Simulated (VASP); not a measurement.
# SiC (Fm-3m) in VASP: further runs

One crystal, SiC, is run at these levels: PBEsol; tasks: relaxation of cell and atoms, relaxation of the atoms.

All numbers are computed with VASP 6.6.1; they aren't measurements. Logs are shortened: lines on timing, memory, paths and dates and some standing lists are left out, and cuts for length are marked.

### 1 The structure

Symmetry: Fm-3m, No. 225, cubic system. The conventional cell has a = 4.239 Å, b = 4.239 Å, c = 4.239 Å, α = 90.00°, β = 90.00°, γ = 90.00°. Around Si (site symmetry m-3m) lie 6 C at 2.12 Å. C (site symmetry m-3m) has 6 Si at 2.12 Å as nearest neighbours.

The cell was built by a generator and needn't be a form met in nature.

### 2 Relaxation of cell and atoms, PBEsol

File INCAR:

```
PREC = Accurate ; ENCUT = 600
EDIFF = 1E-6 ; ISMEAR = 0
SIGMA = 0.03 ; LREAL = False
LASPH = True ; NELM = 80
ALGO = Normal ; ISIF = 3
LWAVE = False ; LCHARG = False
GGA = PS ; IBRION = 2
NSW = 90 ; EDIFFG = -0.01
```

File KPOINTS:

```
Automatic mesh
0
Gamma
  12 12 12
```

File POSCAR:

```
SiC
1.0
    0.0000000000      2.1192710500      2.1192710500
    2.1192710500      0.0000000000      2.1192710500
    2.1192710500      2.1192710500      0.0000000000
Si C
1 1
Direct
    0.0000000000      0.0000000000      0.0000000000
    0.5000000000      0.5000000000      0.5000000000
```

Potentials or basis: VASP PAW PBE potentials, release 64 (Si, C).

The run is started by

```bash
$ cat potpaw_PBE.64/Si/POTCAR potpaw_PBE.64/C/POTCAR > POTCAR
$ mpirun -np 1 vasp_std > vasp.out
```

OUTCAR:

```text
PREC = Accurate
   ENCUT = 600
   EDIFF = 1E-6
   ISMEAR = 0
   LREAL = False
   LASPH = True
   NELM = 80
   ISIF = 3
   GGA = PS
   IBRION = 2
   NSW = 90
   EDIFFG = -0.01

 ion  position               nearest neighbor table
   1  0.000  0.000  0.000-   2 2.12   2 2.12   2 2.12   2 2.12   2 2.12   2 2.12
   2  0.500  0.500  0.500-   1 2.12   1 2.12   1 2.12   1 2.12   1 2.12   1 2.12

  LATTYP: Found a face centered cubic cell.
 ALAT       =     4.2385421000

  Lattice vectors:

 A1 = (   0.0000000000,   2.1192710500,   2.1192710500)
 A2 = (   2.1192710500,   0.0000000000,   2.1192710500)
 A3 = (   2.1192710500,   2.1192710500,   0.0000000000)

Analysis of symmetry for initial positions (statically):
=====================================================================
 Subroutine PRICEL returns:
 Original cell was already a primitive cell.

 Routine SETGRP: Setting up the symmetry group for a
 face centered cubic supercell.

 Subroutine GETGRP returns: Found 48 space group operations
 (whereof 48 operations were pure point group operations)
 out of a pool of 48 trial point group operations.

The static configuration has the point symmetry O_h .

Analysis of symmetry for dynamics (positions and initial velocities):
=====================================================================
 Subroutine PRICEL returns:
 Original cell was already a primitive cell.

 Routine SETGRP: Setting up the symmetry group for a
 face centered cubic supercell.

 Subroutine GETGRP returns: Found 48 space group operations
 (whereof 48 operations were pure point group operations)
 out of a pool of 48 trial point group operations.

The dynamic configuration has the point symmetry O_h .

 Subroutine INISYM returns: Found 48 space group operations
 (whereof 48 operations are pure point group operations),
 and found     1 'primitive' translations

----------------------------------------------------------------------------------------

                                     Primitive cell

  volume of cell :      19.0366

  direct lattice vectors                    reciprocal lattice vectors
     0.000000000  2.119271050  2.119271050    -0.235930180  0.235930180  0.235930180
     2.119271050  0.000000000  2.119271050     0.235930180 -0.235930180  0.235930180
     2.119271050  2.119271050  0.000000000     0.235930180  0.235930180 -0.235930180

  length of vectors
     2.997101861  2.997101861  2.997101861     0.408643059  0.408643059  0.408643059

  position of ions in fractional coordinates (direct lattice)
     0.000000000  0.000000000  0.000000000
     0.500000000  0.500000000  0.500000000

  ion indices of the primitive-cell ions
   primitive index   ion index
                 1           1
                 2           2

----------------------------------------------------------------------------------------

 KPOINTS: Automatic mesh

Automatic generation of k-mesh.
 Grid dimensions read from file:
 generate k-points for:   12   12   12

 Generating k-lattice:

  Cartesian coordinates                     Fractional coordinates (reciprocal lattice)
    -0.019660848  0.019660848  0.019660848     0.083333333  0.000000000  0.000000000
     0.019660848 -0.019660848  0.019660848     0.000000000  0.083333333  0.000000000
     0.019660848  0.019660848 -0.019660848     0.000000000  0.000000000  0.083333333

  Length of vectors
     0.034053588  0.034053588  0.034053588

  Shift w.r.t. Gamma in fractional coordinates (k-lattice)
     0.000000000  0.000000000  0.000000000

 Subroutine IBZKPT returns following result:
 ===========================================

 Found     72 irreducible k-points:

 Following reciprocal coordinates:
            Coordinates               Weight
  0.000000  0.000000  0.000000      1.000000
  0.083333  0.000000  0.000000      8.000000
  0.166667  0.000000  0.000000      8.000000
  0.250000  0.000000  0.000000      8.000000
  0.333333  0.000000  0.000000      8.000000
  0.416667  0.000000  0.000000      8.000000
[... 16 lines left out ...]
  0.500000  0.166667  0.000000     24.000000
 -0.416667  0.166667  0.000000     24.000000
 [... further k-points ...]
   k-points           NKPTS =     72   k-points in BZ     NKDIM =     72   number of bands    NBANDS=      8
   number of dos      NEDOS =    301   number of ions     NIONS =      2
   total plane-waves  NPLWV =  13824
   dimension x,y,z NGX =    24 NGY =   24 NGZ =   24
   dimension x,y,z NGXF=    48 NGYF=   48 NGZF=   48
   ions per type =               1   1
   NGX,Y,Z   is equivalent  to a cutoff of  13.31, 13.31, 13.31 a.u.
   NGXF,Y,Z  is equivalent  to a cutoff of  26.63, 26.63, 26.63 a.u.
 SYSTEM =  unknown system
   PREC   = accura    normal or accurate (medium, high low for compatibility)
   ISTART =      0    job   : 0-new  1-cont  2-samecut
   ICHARG =      2    charge: 1-file 2-atom 10-const
   ISPIN  =      1    spin polarized calculation?
   LNONCOLLINEAR =      F non collinear calculations
   LSORBIT =      F    spin-orbit coupling
   LASPH  =      T    aspherical Exc in radial PAW
   ENCUT  =  600.0 eV  44.10 Ry    6.64 a.u.   5.99  5.99  5.99*2*pi/ulx,y,z
   NELM   =     80;   NELMIN=  2; NELMDL= -5     # of ELM steps
   EDIFF  = 0.1E-05   stopping-criterion for ELM
   LREAL  =      F    real-space projection
   EDIFFG = -.1E-01   stopping-criterion for IOM
   NSW    =     90    number of steps for IOM
   IBRION =      2    ionic relax: 0-MD 1-quasi-New 2-CG
   NFREE  =      1    steps in history (QN), initial steepest desc. (CG)
   ISIF   =      3    stress and relaxation
   ISYM   =      2    0-nonsym 1-usesym 2-fastsym
   POTIM  = 0.5000    time-step for ionic-motion
   TEBEG  =    0.0;   TEEND  =   0.0 temperature during run
   PSTRESS=    0.0 pullay stress
   NELECT =       8.0000    total number of electrons
   NUPDOWN=      -1.0000    fix difference up-down
   EMIN   =  10.00;   EMAX   =-10.00  energy-range for DOS
   EFERMI =   0.00;   METHOD = LEGACY
   ISMEAR =     0;   SIGMA  =   0.03  broadening in eV -4-tet -1-fermi 0-gaus
   EFERMI_NEDOS =   21; number of points for ismear=-14 and -15
   IALGO  =     38    algorithm
   IMIX   =      4    mixing-type and parameters
     AMIX     =   0.40;   BMIX     =  1.00
     AMIX_MAG =   1.60;   BMIX_MAG =  1.00
  volume/ion in A,a.u.               =       9.52        64.23
  Fermi-wavevector in a.u.,A,eV,Ry     =   1.226239  2.317255 20.458552  1.503661
  Thomas-Fermi vector in A             =   2.361247
   LORBIT       =      0    0 simple, 1 ext, 2 COOP (PROOUT), +10 PAW based schemes
   GGA     = PS    functional components
   LHFCALC =     F    Hartree Fock is set to
   AEXX    =    0.0000 exact exchange contribution
   IVDW    =     0    specifies the selected vdW correction
   LEPSILON=     F    determine dielectric tensor
   LRPA    =     F    only Hartree local field effects (RPA)
 conjugate gradient relaxation of ions
 non-spin polarized calculation
 Gauss-broadening in eV      SIGMA  =   0.03
  energy-cutoff  :      600.00
  volume of cell :       19.04
 maximum number of plane-waves:       650
   NGX = 11   NGY = 11   NGZ = 11

--------------------------------------- Ionic step        1  -------------------------------------------

 number of electron       7.9999999 magnetization

 Free energy of the ion-electron system (eV)
  ---------------------------------------------------
  ext. energy  EPLUGINS =         0.00000000
  ---------------------------------------------------
  free energy    TOTEN  =       -14.35292915 eV

  energy without entropy =      -14.35260345  energy(sigma->0) =      -14.35276630

------------------------ aborting loop because EDIFF is reached ----------------------------------------

  FORCE on cell =-STRESS in cart. coord.  units (eV):
  Direction    XX          YY          ZZ          XY          YZ          ZX
  --------------------------------------------------------------------------------------
  -------------------------------------------------------------------------------------
  Total       -3.2324576     -3.2324576     -3.2324576     -0.0000000      0.0000000     -0.0000000
  in kB     -272.0532400   -272.0532400   -272.0532400     -0.0000000      0.0000000     -0.0000000
  external PRESSURE =    -272.0532400 kB  Pullay stress =       0.0000000 kB
[... 89 lines left out ...]
  FREE ENERGIE OF THE ION-ELECTRON SYSTEM (eV)
  ---------------------------------------------------
  free  energy   TOTEN  =       -14.6089181279 eV

  energy  without entropy=      -14.6087263240  energy(sigma->0) =      -14.60882223

[... ionic steps 4 to 12 ...]

--------------------------------------- Ionic step       13  -------------------------------------------

 number of electron       8.0000000 magnetization

------------------------ aborting loop because EDIFF is reached ----------------------------------------

  FORCE on cell =-STRESS in cart. coord.  units (eV):
  Direction    XX          YY          ZZ          XY          YZ          ZX
  --------------------------------------------------------------------------------------
  -------------------------------------------------------------------------------------
  Total       -0.0393504     -0.0393504     -0.0393504     -0.0000000      0.0000000     -0.0000000
  in kB       -3.8247806     -3.8247806     -3.8247806     -0.0000000      0.0000000     -0.0000000
  external PRESSURE =      -3.8247806 kB  Pullay stress =       0.0000000 kB
[... 57 lines left out ...]
  energy  without entropy=      -14.6087255273  energy(sigma->0) =      -14.60882143

--------------------------------------- Ionic step       15  -------------------------------------------

 number of electron       8.0000000 magnetization

 Free energy of the ion-electron system (eV)
  ---------------------------------------------------
  ext. energy  EPLUGINS =         0.00000000
  ---------------------------------------------------
  free energy    TOTEN  =       -14.60892266 eV

  energy without entropy =      -14.60873086  energy(sigma->0) =      -14.60882676

 E-fermi :  12.4432     XC(G=0): -12.8261

 val. band max:       12.3798970910   @ k =   0.0833   0.0000   0.0000
 cond. band min:      12.4575922600   @ k =  -0.1667   0.0833   0.0000
 fundamental gap:      0.0776951690
 Fermi energy:        12.4431986365

 k-point     1 :       0.0000    0.0000    0.0000
  band No.  band energies     occupation
      1      -6.0958      2.00000
      2      12.4878      0.03565
      3      12.4878      0.03565
      4      12.4878      0.03564
      5      20.1441      0.00000
      6      21.3537      0.00000
      7      21.3537      0.00000
      8      21.3537      0.00000
[... 243 lines left out ...]
 k-point    24 :      -0.4167    0.1667    0.0000
  band No.  band energies     occupation
      1      -0.5453      2.00000
      2       1.6736      2.00000
      3       8.4433      2.00000
      4      10.5965      2.00000
      5      15.9872      0.00000
      6      19.3272      0.00000
      7      20.6731      0.00000
      8      25.2496      0.00000

 [... further k-points ...]
[... 5 lines left out ...]
  --------------------------------------------------------------------------------------
  -------------------------------------------------------------------------------------
  Total        0.0119255      0.0119255      0.0119255     -0.0000000      0.0000000     -0.0000000
  in kB        1.1612131      1.1612131      1.1612131     -0.0000000      0.0000000     -0.0000000
  external PRESSURE =       1.1612131 kB  Pullay stress =       0.0000000 kB
[... 17 lines left out ...]
  FREE ENERGIE OF THE ION-ELECTRON SYSTEM (eV)
  ---------------------------------------------------
  free  energy   TOTEN  =       -14.6089226632 eV

  energy  without entropy=      -14.6087308621  energy(sigma->0) =      -14.60882676

 reached required accuracy - stopping structural energy minimisation
```

Wall time 39 s (1 thread of Intel Xeon Platinum 8488C (Sapphire Rapids), shared host); peak memory 0.14 GiB.

Results:

```
Free energy                            : -14.6089 eV
Relaxed volume                         : 8.23 Å³/atom
Relaxed cell                           : a = 2.855 Å, b = 2.855 Å, c = 2.855 Å, α = 60.00°, β = 60.00°, γ = 60.00°
Space group after relaxing (to 0.05 Å) : Fm-3m (No. 225)
Energy gained by relaxing              : 128.0 meV/atom
Ionic steps                            : 15
Pressure after relaxing                : 0.1 GPa
Band gap on the k mesh                 : none (metal or under the smearing width)
```

The path:
```csv
step,energy change (eV),largest force (eV/Å),pressure (GPa),volume (Å³)
1,0.0000,0.0000,-27.21,19.04
2,-0.1226,0.0000,30.49,14.92
3,-0.2560,0.0000,0.20,16.45
4,-0.2559,0.0000,-0.62,16.50
5,-0.2559,0.0000,-0.61,16.50
6,-0.2559,0.0000,-0.54,16.49
7,-0.2559,0.0000,-0.53,16.49
8,-0.2559,0.0000,-0.53,16.49
9,-0.2559,0.0000,-0.52,16.49
10,-0.2559,0.0000,-0.51,16.49
11,-0.2560,0.0000,-0.50,16.49
12,-0.2560,0.0000,-0.46,16.49
13,-0.2560,0.0000,-0.38,16.48
14,-0.2560,0.0000,-0.21,16.47
15,-0.2560,0.0000,0.12,16.45
```

Final structure:
```
CELL_PARAMETERS angstrom
0.00000 2.01875 2.01875
2.01875 0.00000 2.01875
2.01875 2.01875 0.00000
ATOMIC_POSITIONS crystal
Si 0.00000 0.00000 0.00000
C 0.50000 0.50000 0.50000
```

Levels at points of the mesh, in eV from the Fermi level:
| k point | band 1 | band 2 | band 3 | band 4 | band 5 | band 6 | band 7 | band 8 |
| --- | --- | --- | --- | --- | --- | --- | --- | --- |
| (0.00, 0.00, 0.00) | -18.54 | 0.04 | 0.04 | 0.04 | 7.70 | 8.91 | 8.91 | 8.91 |
| (0.50, 0.00, 0.00) | -13.31 | -11.61 | -1.04 | -1.04 | 5.30 | 5.30 | 5.96 | 9.69 |
| (0.50, 0.50, 0.00) | -11.50 | -9.90 | -4.32 | -4.32 | -0.83 | 2.41 | 14.96 | 14.96 |

Caveat: the PAW data sets were made with another functional, which shifts forces and pressure a little.

### 3 Relaxation of cell and atoms, PBEsol

This run uses another cell than the first one, of 8.23 Å³/atom, 0.864 times its volume.

File INCAR:

```
PREC = Accurate ; ENCUT = 600
EDIFF = 1E-7 ; ISMEAR = 0
SIGMA = 0.03 ; LREAL = False
LASPH = True ; NELM = 80
ALGO = Normal ; ISIF = 3
LWAVE = False ; LCHARG = False
GGA = PS ; IBRION = 2
NSW = 90 ; EDIFFG = -0.005
```

KPOINTS is that of step 2.

File POSCAR:

```
SiC                                     
1.0
    0.0000000000      2.0187455331      2.0187455331
    2.0187455331     -0.0000000000      2.0187455331
    2.0187455331      2.0187455331     -0.0000000000
  Si              C             
     1     1
Direct
     0.0000000000000000    0.0000000000000000    1.0000000000000000
     0.5000000000000000    0.5000000000000000    0.5000000000000000
```

Potentials or basis: VASP PAW PBE potentials, release 64 (Si, C).

The run is started by

```bash
$ cat potpaw_PBE.64/Si/POTCAR potpaw_PBE.64/C/POTCAR > POTCAR
$ mpirun -np 1 vasp_std > vasp.out
```

It took 13 s on 1 thread of Intel Xeon Platinum 8488C (Sapphire Rapids), shared host; peak memory 0.13 GiB.

It converged, with:

- Free energy: -14.6055 eV
- Relaxed volume: 8.23 Å³/atom
- Relaxed cell: a = 2.856 Å, b = 2.856 Å, c = 2.856 Å, α = 60.00°, β = 60.00°, γ = 60.00°
- Space group after relaxing (to 0.05 Å): Fm-3m (No. 225)
- Energy gained by relaxing: 0.0 meV/atom
- Ionic steps: 3
- Pressure after relaxing: 0.0 GPa
- Band gap on the k mesh: none (metal or under the smearing width)

Final structure:
```yaml
crystal:
  lattice:
    - [0.00000, 2.01922, 2.01922]
    - [2.01922, 0.00000, 2.01922]
    - [2.01922, 2.01922, 0.00000]
  atoms:
    - { symbol: Si, position: [0.00000, 0.00000, 0.00000] }
    - { symbol: C, position: [0.50000, 0.50000, 0.50000] }
```

Levels at points of the mesh, in eV from the Fermi level:
```
           k point  band 1  band 2  band 3  band 4  band 5  band 6  band 7  band 8
(0.00, 0.00, 0.00)  -18.53    0.04    0.04    0.04    7.69    8.91    8.91    8.91
(0.50, 0.00, 0.00)  -13.30  -11.60   -1.04   -1.04    5.29    5.29    5.95    9.68
(0.50, 0.50, 0.00)  -11.49   -9.89   -4.31   -4.31   -0.84    2.41   14.94   14.94
```

Caveat: the PAW data sets were made with another functional, which shifts forces and pressure a little.

### 4 Relaxation of the atoms, PBEsol (a relaxed cell with its volume scaled by 0.94)

File INCAR:

```
PREC = Accurate ; ENCUT = 600
EDIFF = 1E-7 ; ISMEAR = 0
SIGMA = 0.03 ; LREAL = False
LASPH = True ; NELM = 80
ALGO = Fast ; ISIF = 2
LWAVE = False ; LCHARG = False
GGA = PS ; IBRION = 2
NSW = 40 ; EDIFFG = -0.01
```

KPOINTS is that of step 3.

File POSCAR:

```
SiC                                     
1.0
   -0.0000000000      1.9779962509      1.9779962509
    1.9779962509     -0.0000000000      1.9779962509
    1.9779962509      1.9779962509     -0.0000000000
  Si              C             
     1     1
Direct
     0.0000000000000000    0.0000000000000000    0.0000000000000000
     0.5000000000000000    0.5000000000000000    0.5000000000000000
```

The run is started by

```bash
$ cat potpaw_PBE.64/Si/POTCAR potpaw_PBE.64/C/POTCAR > POTCAR
$ mpirun -np 1 vasp_std > vasp.out
```

Run time: 7.2 s. Hardware: 1 thread of Intel Xeon Platinum 8488C (Sapphire Rapids), shared host; peak memory 0.13 GiB.

Results (log left out):

```
Free energy             : -14.5530 eV
Pressure after relaxing : 17.4 GPa
Band gap on the k mesh  : none (metal or under the smearing width)
```

Final structure:
```
Si C
1.0
     0.00000    1.97800    1.97800
     1.97800    0.00000    1.97800
     1.97800    1.97800    0.00000
Si C
1 1
Direct
  0.00000 0.00000 0.00000
  0.50000 0.50000 0.50000
```

Levels at points of the mesh, in eV from the Fermi level:
| k point | band 1 | band 2 | band 3 | band 4 | band 5 | band 6 | band 7 | band 8 |
| --- | --- | --- | --- | --- | --- | --- | --- | --- |
| (0.00, 0.00, 0.00) | -19.36 | -0.04 | -0.04 | -0.04 | 8.75 | 8.83 | 8.83 | 8.83 |
| (0.50, 0.00, 0.00) | -13.88 | -12.20 | -1.29 | -1.29 | 5.48 | 5.48 | 6.26 | 10.30 |
| (0.50, 0.50, 0.00) | -11.90 | -10.56 | -4.65 | -4.65 | -0.51 | 2.03 | 15.78 | 15.94 |

Caveat: the relaxation stopped at its first step, so nothing moved; the PAW data sets were made with another functional, which shifts forces and pressure a little.

(Continued in part 2 of 3.)
